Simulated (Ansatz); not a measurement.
# Be27HS: the cost of one run

Method: DFT PBE+D3(BJ), plane waves, PAW, scalar-relativistic, no spin polarisation, in Ansatz 0.2.0.

1 further run of the same task is left out (it didn't finish).

### 1 Starting point

The cell holds 29 atoms (Be27HS): a = 6.870 Å, b = 6.870 Å, c = 16.588 Å, α = 90.00°, β = 90.00°, γ = 60.00°.

Structure file:

```xyz
29
Lattice="6.8700 0.0000 0.0000 3.4350 5.9496 0.0000 0.0000 0.0000 16.5884" Properties=species:S:1:pos:R:3 pbc="T T T"
Be    0.0000    0.0000    1.0000
Be    2.2900    0.0000    1.0000
Be    4.5800    0.0000    1.0000
Be    1.1450    1.9832    1.0000
Be    3.4350    1.9832    1.0000
Be    5.7250    1.9832    1.0000
Be    2.2900    3.9664    1.0000
Be    4.5800    3.9664    1.0000
Be    6.8700    3.9664    1.0000
Be    0.0000    1.3221    2.7942
Be    2.2900    1.3221    2.7942
Be    4.5800    1.3221    2.7942
Be    1.1450    3.3053    2.7942
Be    3.4350    3.3053    2.7942
Be    5.7250    3.3053    2.7942
Be    2.2900    5.2885    2.7942
Be    4.5800    5.2885    2.7942
Be    6.8700    5.2885    2.7942
Be    0.0000    0.0000    4.5884
Be    2.2900    0.0000    4.5884
Be    4.5800    0.0000    4.5884
Be    1.1450    1.9832    4.5884
Be    3.4350    1.9832    4.5884
Be    5.7250    1.9832    4.5884
Be    2.2900    3.9664    4.5884
Be    4.5800    3.9664    4.5884
Be    6.8700    3.9664    4.5884
S     4.6940    5.2456    6.2284
H     4.6346    4.3476    7.2284
```

### 2 End point A

input.yaml reads:

```yaml
crystal:
  lattice:
    - [6.87, 0.0, 0.0]
    - [3.435, 5.949595, 0.0]
    - [0.0, 0.0, 16.58843]
  atoms:
    - { symbol: Be, position: [0.0, 0.0, 0.060283] }
    - { symbol: Be, position: [0.3333333, 0.0, 0.060283] }
    - { symbol: Be, position: [0.6666667, 0.0, 0.060283] }
    - { symbol: Be, position: [0.0, 0.3333333, 0.060283] }
    - { symbol: Be, position: [0.3333333, 0.3333333, 0.060283] }
    - { symbol: Be, position: [0.6666667, 0.3333333, 0.060283] }
    - { symbol: Be, position: [0.0, 0.6666667, 0.060283] }
    - { symbol: Be, position: [0.3333333, 0.6666667, 0.060283] }
    - { symbol: Be, position: [0.6666667, 0.6666667, 0.060283] }
    - { symbol: Be, position: [-0.1111111, 0.2222222, 0.1684436] }
    - { symbol: Be, position: [0.2222222, 0.2222222, 0.1684436] }
    - { symbol: Be, position: [0.5555556, 0.2222222, 0.1684436] }
    - { symbol: Be, position: [-0.1111111, 0.5555556, 0.1684436] }
    - { symbol: Be, position: [0.2222222, 0.5555556, 0.1684436] }
    - { symbol: Be, position: [0.5555556, 0.5555556, 0.1684436] }
    - { symbol: Be, position: [-0.1111111, 0.8888889, 0.1684436] }
    - { symbol: Be, position: [0.2222222, 0.8888889, 0.1684436] }
    - { symbol: Be, position: [0.5555556, 0.8888889, 0.1684436] }
    - { symbol: Be, position: [0.0, 0.0, 0.2766042] }
    - { symbol: Be, position: [0.3333333, 0.0, 0.2766042] }
    - { symbol: Be, position: [0.6666667, 0.0, 0.2766042] }
    - { symbol: Be, position: [0.0, 0.3333333, 0.2766042] }
    - { symbol: Be, position: [0.3333333, 0.3333333, 0.2766042] }
    - { symbol: Be, position: [0.6666667, 0.3333333, 0.2766042] }
    - { symbol: Be, position: [0.0, 0.6666667, 0.2766042] }
    - { symbol: Be, position: [0.3333333, 0.6666667, 0.2766042] }
    - { symbol: Be, position: [0.6666667, 0.6666667, 0.2766042] }
    - { symbol: S, position: [0.2424261, 0.8816753, 0.3754683] }
    - { symbol: H, position: [0.3092459, 0.7307346, 0.4357513] }
basis:
  ecutwfc: 420.0
kpoints:
  mp_grid: { grid: [3, 3, 1] }
hamiltonian:
  xc: pbe
  dispersion: d3bj
scf:
  occupations: { method: gaussian, width: 0.15 }
  lower_state_search: "off"
relax:
  f_tol: 0.03
  max_steps: 60
  adjacent_minimum: "off"
  constraints: [{ sites: [0, 1, 2, 3, 4, 5, 6, 7, 8] }]
```

Started as:

```sh
$ ansatz run input.yaml --threads 2 --pin off --max-ram 5120MiB --backend cpu --events-out ev --progress --plain --runs-dir out
```

**Question.** How long does this run take on 2 threads of Arm Neoverse N1, shared host, and how much memory does it need?

About 2.7 min, with a peak of 0.87 GiB.
